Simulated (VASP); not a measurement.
Write the native input for VASP 6.6.1 that does the following.

| Quantity | Value |
| --- | --- |
| Task | band structure |
| Functional | PBE |
| Potentials or basis | VASP PAW PBE potentials, release 64 (Mo, Se) |
| Cutoff | 500 eV |
| k mesh | 9 × 9 × 2 |
| Occupations | fermi-dirac, width 0.05 eV |
| Spin | no spin polarisation |
| Further INCAR settings | ALGO = Normal; EDIFF = 1e-07; NBANDS = 27 |

Crystal: MoSe2.

```
Mo Se
1.0
     3.28800    0.00000    0.00000
    -1.64400    2.84749    0.00000
     0.00000    0.00000   12.90000
Mo Se
2 4
Cartesian
  1.6440 0.9492 9.6750
  0.0000 1.8983 3.2250
  1.6440 0.9492 4.8375
  0.0000 1.8983 11.2875
  1.6440 0.9492 1.6125
  0.0000 1.8983 8.0625
```

These files were run (other wordings do the same):

POSCAR

```
MoSe2
1.0
    3.2880000000      0.0000000000      0.0000000000
   -1.6440000000      2.8474915276      0.0000000000
    0.0000000000      0.0000000000     12.9000000000
Mo Se
2 4
Direct
    0.6666666667      0.3333333333      0.7500000000
    0.3333333333      0.6666666667      0.2500000000
    0.6666666667      0.3333333333      0.3750000000
    0.3333333333      0.6666666667      0.8750000000
    0.6666666667      0.3333333333      0.1250000000
    0.3333333333      0.6666666667      0.6250000000
```

INCAR.step1

```
ALGO = Normal
EDIFF = 1E-7
ENCUT = 500
GGA = PE
ISIF = 2
ISMEAR = -1
LASPH = True
LCHARG = True
LMAXMIX = 4
LREAL = False
LWAVE = False
NBANDS = 27
NELM = 100
PREC = Accurate
SIGMA = 0.05
```

KPOINTS.step1

```
k-points
0
Gamma
  9 9 2
```

INCAR.step2

```
ALGO = Normal
EDIFF = 1E-7
ENCUT = 500
GGA = PE
ICHARG = 11
ISIF = 2
ISMEAR = 0
LASPH = True
LCHARG = False
LMAXMIX = 4
LREAL = False
LWAVE = False
NBANDS = 27
NELM = 100
PREC = Accurate
SIGMA = 0.05
```

KPOINTS.step2

```
path GMKGALHA,LM,KH
15
line-mode
reciprocal
 0.0000000000  0.0000000000  0.0000000000  G
 0.5000000000  0.0000000000  0.0000000000  M

 0.5000000000  0.0000000000  0.0000000000  M
 0.3333333333  0.3333333333  0.0000000000  K

 0.3333333333  0.3333333333  0.0000000000  K
 0.0000000000  0.0000000000  0.0000000000  G

 0.0000000000  0.0000000000  0.0000000000  G
 0.0000000000  0.0000000000  0.5000000000  A

 0.0000000000  0.0000000000  0.5000000000  A
 0.5000000000  0.0000000000  0.5000000000  L

 0.5000000000  0.0000000000  0.5000000000  L
 0.3333333333  0.3333333333  0.5000000000  H

 0.3333333333  0.3333333333  0.5000000000  H
 0.0000000000  0.0000000000  0.5000000000  A

 0.5000000000  0.0000000000  0.5000000000  L
 0.5000000000  0.0000000000  0.0000000000  M

 0.3333333333  0.3333333333  0.0000000000  K
 0.3333333333  0.3333333333  0.5000000000  H
```

Potentials or basis: VASP PAW PBE potentials, release 64 (Mo, Se).

The run is started by

```console
$ cat potpaw_PBE.64/Mo/POTCAR potpaw_PBE.64/Se/POTCAR > POTCAR
$ cp INCAR.step1 INCAR
$ cp KPOINTS.step1 KPOINTS
$ mpirun -np 1 vasp_std > vasp.out
$ cp INCAR.step2 INCAR
$ cp KPOINTS.step2 KPOINTS
$ mpirun -np 1 vasp_std > vasp.out
```

Results of the run:

```yaml
Band_gap_on_the_k_mesh: 0.89 eV, indirect (least direct gap 1.37 eV)
Band_gap_along_the_path: 0.86 eV, indirect (least direct gap 1.37 eV)
```

Caveat: the log is that of the step along the path at fixed density, whose energy, stress, charges and moments have no meaning.

Wall time 2.8 min on 1 thread of AMD EPYC 9R45 96-Core Processor (Zen 5) (shared host), peak memory 0.44 GiB.
